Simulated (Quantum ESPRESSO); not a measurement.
Input of a Quantum ESPRESSO 7.5 run:

File pw.in:

```
&CONTROL
  calculation = 'scf'
  prefix = 'pwscf'
  outdir = './tmp'
  pseudo_dir = './pseudo'
  tprnfor = .true.
  tstress = .true.
  disk_io = 'low'
/
&SYSTEM
  ibrav = 0
  nat = 2
  ntyp = 2
  ecutwfc = 82
  nbnd = 20
  occupations = 'smearing'
  smearing = 'fd'
  degauss = 0.00367493
/
&ELECTRONS
  conv_thr = 4d-10
  electron_maxstep = 120
  mixing_beta = 0.5
/
ATOMIC_SPECIES
Ag   107.8682 Ag.upf
Cl    35.4500 Cl.upf
CELL_PARAMETERS angstrom
   0.0000000000    2.7350000000    2.7350000000
   2.7350000000    0.0000000000    2.7350000000
   2.7350000000    2.7350000000    0.0000000000
ATOMIC_POSITIONS crystal
Ag     0.0000000000    0.0000000000    0.0000000000
Cl     0.5000000000    0.5000000000    0.5000000000
K_POINTS automatic
8 8 8 0 0 0
```

Contents of pp_density.in:

```
&INPUTPP
  prefix = 'pwscf'
  outdir = './tmp'
  filplot = 'density.dat'
  plot_num = 0
/
&PLOT
  nfile = 1
  filepp(1) = 'density.dat'
  iflag = 3
  output_format = 6
  fileout = 'density.cube'
/
```

File pp_potential.in:

```
&INPUTPP
  prefix = 'pwscf'
  outdir = './tmp'
  filplot = 'potential.dat'
  plot_num = 11
/
&PLOT
  nfile = 1
  filepp(1) = 'potential.dat'
  iflag = 3
  output_format = 6
  fileout = 'potential.cube'
/
```

Contents of pp_elf.in:

```
&INPUTPP
  prefix = 'pwscf'
  outdir = './tmp'
  filplot = 'elf.dat'
  plot_num = 8
/
&PLOT
  nfile = 1
  filepp(1) = 'elf.dat'
  iflag = 3
  output_format = 6
  fileout = 'elf.cube'
/
```

File bands.in:

```
&CONTROL
  calculation = 'bands'
  prefix = 'pwscf'
  outdir = './tmp'
  pseudo_dir = './pseudo'
  disk_io = 'low'
  verbosity = 'high'
/
&SYSTEM
  ibrav = 0
  nat = 2
  ntyp = 2
  ecutwfc = 82
  nbnd = 20
  occupations = 'smearing'
  smearing = 'fd'
  degauss = 0.00367493
/
&ELECTRONS
  conv_thr = 1d-08
  electron_maxstep = 120
  mixing_beta = 0.5
  diago_full_acc = .true.
/
ATOMIC_SPECIES
Ag   107.8682 Ag.upf
Cl    35.4500 Cl.upf
CELL_PARAMETERS angstrom
   0.0000000000    2.7350000000    2.7350000000
   2.7350000000    0.0000000000    2.7350000000
   2.7350000000    2.7350000000    0.0000000000
ATOMIC_POSITIONS crystal
Ag     0.0000000000    0.0000000000    0.0000000000
Cl     0.5000000000    0.5000000000    0.5000000000
K_POINTS crystal
60
 0.0000000000  0.0000000000  0.0000000000 1
 0.0625000000  0.0000000000  0.0625000000 1
 0.1250000000  0.0000000000  0.1250000000 1
 0.1875000000  0.0000000000  0.1875000000 1
 0.2500000000  0.0000000000  0.2500000000 1
 0.3125000000  0.0000000000  0.3125000000 1
 0.3750000000  0.0000000000  0.3750000000 1
 0.4375000000  0.0000000000  0.4375000000 1
 0.5000000000  0.0000000000  0.5000000000 1
 0.5000000000  0.0625000000  0.5625000000 1
 0.5000000000  0.1250000000  0.6250000000 1
 0.5000000000  0.1875000000  0.6875000000 1
 0.5000000000  0.2500000000  0.7500000000 1
 0.4375000000  0.3125000000  0.7500000000 1
 0.3750000000  0.3750000000  0.7500000000 1
 0.3375000000  0.3375000000  0.6750000000 1
 0.3000000000  0.3000000000  0.6000000000 1
 0.2625000000  0.2625000000  0.5250000000 1
 0.2250000000  0.2250000000  0.4500000000 1
 0.1875000000  0.1875000000  0.3750000000 1
 0.1500000000  0.1500000000  0.3000000000 1
 0.1125000000  0.1125000000  0.2250000000 1
 0.0750000000  0.0750000000  0.1500000000 1
 0.0375000000  0.0375000000  0.0750000000 1
 0.0000000000  0.0000000000  0.0000000000 1
 0.0625000000  0.0625000000  0.0625000000 1
 0.1250000000  0.1250000000  0.1250000000 1
 0.1875000000  0.1875000000  0.1875000000 1
 0.2500000000  0.2500000000  0.2500000000 1
 0.3125000000  0.3125000000  0.3125000000 1
 0.3750000000  0.3750000000  0.3750000000 1
 0.4375000000  0.4375000000  0.4375000000 1
 0.5000000000  0.5000000000  0.5000000000 1
 0.5250000000  0.4500000000  0.5250000000 1
 0.5500000000  0.4000000000  0.5500000000 1
 0.5750000000  0.3500000000  0.5750000000 1
 0.6000000000  0.3000000000  0.6000000000 1
 0.6250000000  0.2500000000  0.6250000000 1
 0.5833333333  0.2500000000  0.6666666667 1
 0.5416666667  0.2500000000  0.7083333333 1
 0.5000000000  0.2500000000  0.7500000000 1
 0.5000000000  0.2857142857  0.7142857143 1
 0.5000000000  0.3214285714  0.6785714286 1
 0.5000000000  0.3571428571  0.6428571429 1
 0.5000000000  0.3928571429  0.6071428571 1
 0.5000000000  0.4285714286  0.5714285714 1
 0.5000000000  0.4642857143  0.5357142857 1
 0.5000000000  0.5000000000  0.5000000000 1
 0.4821428571  0.4821428571  0.5357142857 1
 0.4642857143  0.4642857143  0.5714285714 1
 0.4464285714  0.4464285714  0.6071428571 1
 0.4285714286  0.4285714286  0.6428571429 1
 0.4107142857  0.4107142857  0.6785714286 1
 0.3928571429  0.3928571429  0.7142857143 1
 0.3750000000  0.3750000000  0.7500000000 1
 0.6250000000  0.2500000000  0.6250000000 1
 0.5937500000  0.1875000000  0.5937500000 1
 0.5625000000  0.1250000000  0.5625000000 1
 0.5312500000  0.0625000000  0.5312500000 1
 0.5000000000  0.0000000000  0.5000000000 1
```

Potentials or basis: PseudoDojo 0.4.1 SR PBE standard.

The run is started by

```sh
$ OMP_NUM_THREADS=1 pw.x -in pw.in > pw.out
$ OMP_NUM_THREADS=1 pp.x -in pp_density.in > pp_density.out
$ OMP_NUM_THREADS=1 pp.x -in pp_potential.in > pp_potential.out
$ OMP_NUM_THREADS=1 pp.x -in pp_elf.in > pp_elf.out
$ OMP_NUM_THREADS=1 pw.x -in bands.in > bands.out
```

(1) Estimate the pressure.

(2) Predict the band gap on the k mesh.

(3) Estimate the band gap along the path.

Answers

(1) 3.8 GPa.

(2) 0.91 eV, indirect (least direct gap 3.32 eV).

(3) 0.91 eV, indirect (least direct gap 3.15 eV).

**What was measured.**

From a printed reference work, data compilation, for a bulk crystal of AgCl: band gap 3.249 eV (indirect).

A measured gap of AgCl is 3.249 eV (indirect; a printed reference work, data compilation); the calculated 0.91 eV misses it by -2.34 eV. So large a miss can be the level of theory's own, or it may mean another phase, state or a wrong row. Spin-orbit coupling on Ag is left out. The value is that of PBE, without temperature or zero-point motion. Semilocal functionals fall short of measured gaps as a rule.
